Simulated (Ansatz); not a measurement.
# Ni (Fm-3m) in Ansatz: further runs, part 2 of 2

Ansatz 0.2.0.

## Step 4: Relaxation of cell and atoms, PBEsol, collinear spin, ferromagnetic start, target pressure 10 GPa, at which the enthalpy is minimised

File input.yaml:

```yaml
crystal:
  lattice:
    - [0.0, 1.737572933, 1.737572933]
    - [1.737572933, 0.0, 1.737572933]
    - [1.737572933, 1.737572933, 0.0]
  atoms:
    - { symbol: Ni, position: [0.0, 0.0, 0.0], spin: 1.0 }
kpoints:
  mp_grid: { grid: [13, 13, 13] }
scf:
  occupations: { method: fermi_dirac, width: 0.05 }
hamiltonian:
  xc: pbesol
  pseudopotentials: { kind: all_electron, lapw: { basis_error: 0.001 } }
magnetization:
  spin_polarized: true
output:
  forces: true
  stress: true
relax:
  f_tol: 0.02
  max_steps: 60
  cell: { p_target: 10 }
```

Potentials or basis: all-electron LAPW, scalar-relativistic.

The run is started by

```
$ ansatz run input.yaml --threads 2 --pin off --max-ram 6144MiB --backend cpu --events-out ev --progress --plain --runs-dir out
```

Log:

```text
Warning: RAYON_NUM_THREADS=2 ignored (pool sized by the plan → 2); use --threads N
The last accepted step is kept in <dir> (removed where the run ends without a failure and the disk answers)
LAPW: plane waves up to 9.493 Å⁻¹, error target 1.0e-3 eV per atom; small_component_spin mean_spin; Ni in spheres of 1.192 Å, 18 of its electrons in bands, Dirac shells [] (how accurate: hamiltonian.pseudopotentials.lapw.basis_error, Limitations)
Engine: ansatz 0.2.0, x86_64-unknown-linux-gnu
Pseudopotentials: kind: all_electron
Pseudopotential: Ni, LAPW, valence charge 18, lapw/all_electron/scalar/gaussian/Ni, Koelling and Harmon's equation, gaussian nucleus
Functional definition: PBEsol
  exchange = pbesol_x
  correlation = pbesol_c
Crystal: 1 atoms, lattice volume = 10.492 Å³
Basis set: ecut = 343.31665564304353 eV, 169 PW (Γ), exchange–correlation at level 2
Bands: 14, of which v1, the nominal top of the filled ones, is band 9 counted from 1 (8 counted from 0)
Symmetry: 48 space group operations
Space group: Fm-3m (ITA 225), of the structure as read, at distance tolerance 2.2e-5 Å
Magnetic group: BNS 225.116 (UNI 1618), of the structure as read, at distance tolerance 2.2e-5 Å
k-points: 84 of 2197
Non-local potential: Ni, projectors of the file, none
Initial density: superposition of atomic densities (chi_scale 0.1, normalization cell)
Starting moments: Σ|m| = 1 μB on 1 of 1 site
Initial wavefunctions: plane waves of lowest kinetic energy (no species holds an atomic orbital)
Functional: x = pbesol(κ = 0.804, μ = 0.12345679012345678), c = pbesol(β = 0.046)
iter 1 solved again at ethr=8.50e-6 eV; its pass at ethr=1.00e-1 eV (dr2=1.53e-3 eV) is discarded
SCF iter   1: F=—  HF=-41348.092569 eV  |F-HF|=—  |Δ(HF+E_count)|=         —  Δρ=1.53e-2 (↑1.50e-2 ↓1.53e-2)  dr2=1.55e-3  dr2_m=2.16e-2  M=0.699 μB ∫|m|=0.763 μB  β_m=0.30  ethr=8.50e-6  ⟨swp⟩=3.9  Hψ=19117  notcnv=0
Mixer restart at iter 1: flushing history
preconditioner: auto → none  [metal: Δε(μ)=0.017 eV  Ē_g=17.231 eV  σ=0.050 eV  W_gap=0.09  n_scr=0 (ndim 8)  ℏωp=36.3 eV  f_vac=0.000  D(μ)=1.73/eV (n_scr^D=26)]
SCF iter   2: F=—  HF=-41348.126332 eV  |F-HF|=—  |Δ(HF+E_count)|=         —  Δρ=1.42e-2 (↑1.39e-2 ↓1.42e-2)  dr2=8.06e-4  dr2_m=1.87e-2  M=0.638 μB ∫|m|=0.690 μB  β_m=0.30  ethr=8.50e-6  ⟨swp⟩=2.0  Hψ=6196  notcnv=0
Mixer restart at iter 2: flushing history
SCF iter   3: F=—  HF=-41348.128570 eV  |F-HF|=—  |Δ(HF+E_count)|=   2.24e-3  Δρ=9.94e-3 (↑9.85e-3 ↓9.94e-3)  dr2=3.59e-4  dr2_m=9.29e-3  M=0.636 μB ∫|m|=0.693 μB  β_m=0.64  ethr=4.48e-6  ⟨swp⟩=2.0  Hψ=6192  notcnv=0
[... 53 lines left out ...]
SCF iter   2: F=—  HF=-41348.121574 eV  |F-HF|=—  |Δ(HF+E_count)|=   1.51e-9  Δρ=2.24e-7 (↑7.37e-8 ↓2.24e-7)  dr2=3.26e-12  dr2_m=6.31e-13  M=0.626 μB ∫|m|=0.698 μB  β_m=0.59  ethr=1.00e-12  ⟨swp⟩=2.2  Hψ=6222  notcnv=0
SCF iter   3: F=-41348.121574 eV  HF=-41348.121574 eV  |F-HF|=8.22e-10  |Δ(HF+E_count)|=  8.88e-10  Δρ=6.26e-7 (↑3.81e-7 ↓6.26e-7)  dr2=4.26e-11  dr2_m=2.58e-12  M=0.626 μB ∫|m|=0.698 μB  ethr=1.00e-12  ⟨swp⟩=2.0  Hψ=6156  notcnv=0
SCF 5 converged in 3 iterations: F = -41348.121574 eV  dr2 = 4.26e-11
relax step   5: F+E_penalty+E_count = -41348.12157433 eV  Δ(F+E_penalty+E_count) = -2.726e-7 eV  max|allowed force component| = 0.000e0 eV/Å  Δτ_max = 0.0000 Å  P = +9.975 GPa  Ω = 9.982 Å³  stress off target by 2.52e-2 GPa  SCF on the basis re-selected at this cell (its energy is not comparable with the rows above)  (3 SCF iters)
basis re-selected at this cell: Δ(F+E_penalty+E_count) = -2.726e-7 eV, ΔP = -0.000 GPa vs the last step (what re-selecting the basis moved, after the strain that the cell walked since its last selection, with what the two solves' SCF thresholds leave and, on support functions, any second-order correction that the steps lacked; it is no measure of the basis error at this ecutwfc). This SCF's stress stands 2.52e-2 GPa from its target on what of the cell is left free (relax.cell.stress_tol is 5.00e-2 GPa) and its largest allowed force component is 0.00e0 eV/Å (relax.f_tol is 2.00e-2 eV/Å): within both
SCF converged after 3 iterations
Magnetization: 0.6259 μB (9.3130 up, 8.6870 down)
Absolute magnetization: 0.6980 μB (∫|ρ↑−ρ↓|)
Spin contamination: 0.0050 ħ² per cell (⟨S²⟩ above its minimum at these occupations)
Per-site moments (μB) at R_I (Å): [(0.6513849994473553, 1.1721734835973712)]
Free energy (F): -41348.121574 eV
Harris-Foulkes:  -41348.121574 eV  (|F-HF|=8.22e-10)
Internal energy: -41348.109633 eV  (E = F + TS)
E sigma→0 (E₀):  -41348.115603 eV
Entropy (-TS):   -0.011942 eV (-11.942 meV/atom)
Fermi energy:    20.182505 eV
--- Per-component energies (eV) ---
  E_band       = -250.449546
  E_kinetic    = 42007.555327
  E_xc         = -1695.987666
  E_electrostatic = -81659.677293  (all electrons and nuclei)
  E_smearing   = -0.011942  (= −TS)
  E_closure    = 0.000000  (closes the sum)
  E_atoms      = -41340.345444  (free atoms, spherical and without spin; not in F)
  Σ components = -41348.121574   (vs F -41348.121574, Δ=0.00e0)
  Basis errors (estimates in eV, not in F): energy 2.4e-4 per atom: plane waves 2.3e-4 (1.2e-4 summed), levels above the bands 1.1e-180, relativity 5.3e-9, radial functions 1.6e-5, core shells 1.6e-9; eigenvalues (radial functions only) 2.1e-6; not estimated: angular momenta, meshes, grids; target (lapw.basis_error) 1.0e-3; muffin-tin radii Ni 1.172 Å
--- Forces (eV/Å), atoms counted from 1 ---
  atom   1  Ni    -0.00000000    -0.00000000     0.00000000
  max |Σ_I F_I| component: 1.56e-31 eV/Å
--- Stress (GPa, compression-positive) ---
        9.974820       0.000000       0.000000
        0.000000       9.974820      -0.000000
        0.000000      -0.000000       9.974820
  P = ⅓ Tr σ = 9.9748 GPa (99.748 kbar)
--- Relaxed structure (4 steps of the walk, 4 accepted, 1 SCFs on fresh bases) ---
  F+E_penalty+E_count = -41348.12157433 eV   max|allowed force component| = 0.000e0 eV/Å   (the final SCF, on the basis selected at the relaxed cell)
  cell:  # Å, volume = 9.9824 Å³
    - [2.4879746254372995e-35, 1.708972848102303, 1.708972848102303]
    - [1.708972848102303, 1.042958962983316e-34, 1.708972848102303]
    - [1.708972848102303, 1.708972848102303, 1.0369878238822667e-34]
  atoms:
    - { symbol: Ni, position: [0.0, 0.0, 0.0] }
```

It took 21 s on 2 threads of Intel Xeon Platinum 8488C (Sapphire Rapids), shared host; peak memory 0.41 GiB.

Results:

- Free energy: -41348.1216 eV
- Relaxed volume: 9.98 Å³/atom
- Relaxed cell: a = 2.417 Å, b = 2.417 Å, c = 2.417 Å, α = 60.00°, β = 60.00°, γ = 60.00°
- Space group after relaxing (to 0.05 Å): Fm-3m (No. 225)
- Energy change on relaxing (the enthalpy is what falls): +11.1 meV/atom
- Ionic steps: 5
- Pressure after relaxing: 10.0 GPa
- Net moment: 0.63 μB per cell
- Absolute moment: 0.70 μB per cell
- Site moments: Ni +0.65 μB

The path:
```tsv
step	energy change (eV)	largest force (eV/Å)	volume (Å³)
1	0.0000	0.0000	10.49
2	0.0012	0.0000	10.21
3	0.0126	0.0000	9.96
4	0.0111	0.0000	9.98
5	0.0111	0.0000	9.98
```

Final structure:
```xyz
1
Lattice="0.0000 1.7090 1.7090 1.7090 0.0000 1.7090 1.7090 1.7090 0.0000" Properties=species:S:1:pos:R:3 pbc="T T T"
Ni    0.0000    0.0000    0.0000
```

## Step 5: Summary

```csv
cell,pressure (GPa),moment (μB)
relaxed,0.0,0.63
relaxed to 5 GPa,5.0,0.63
relaxed to 10 GPa,10.0,0.63
```

Alike in all rows: task relaxation of cell and atoms; level PBEsol; potentials or basis all-electron LAPW, scalar-relativistic; spin collinear, ferromagnetic start; k mesh 13 × 13 × 13; smearing fermi-dirac 0.05 eV; basis error allowed 0.001 eV/atom.

Compare energies only between runs with the same functional and basis.
